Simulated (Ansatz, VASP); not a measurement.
Two plane-wave programs on BaS

```
Ba S
1.0
     0.00000    3.18206    3.21420
     3.21420    0.00000    3.21420
     3.21420    3.18206    0.00000
Ba S
1 1
Direct
  0.50000 0.50000 0.50000
  0.00000 0.00000 0.00000
```

Change from the starting cell: strain e2 = -0.01, atoms carried along.

Alike in both runs: task single point; functional PBE; k mesh 10 × 10 × 10; occupations gaussian, width 0.05 eV; no spin polarisation.

|  | VASP | Ansatz |
| --- | --- | --- |
| version | VASP 6.6.1 | Ansatz 0.2.0 |
| potentials or method | VASP PAW PBE potentials, release 64 (Ba_sv, S) | scalar-relativistic, plane waves, PAW |
| plane-wave cutoff (eV) | 520 | 420 |
| valence electrons in the cell | 16 | 16 |

|  | VASP | Ansatz | Ansatz less VASP |
| --- | --- | --- | --- |
| gap on the k mesh at the Fermi level (eV) | 2.10 | 2.19 | +0.099 |
| least direct gap on the mesh (eV) | 2.24 | 2.31 | +0.067 |
| pressure (GPa) | 1.0 | 0.4 | -0.57 |
| largest component of the traceless stress (GPa) | 0.57 | 0.52 | -0.052 |

With one functional, cell and mesh, what is left measures potentials, basis and numerics.

Caveats: spin-orbit coupling is left out, which moves the levels of the heavy elements. A k mesh can miss the band edges.
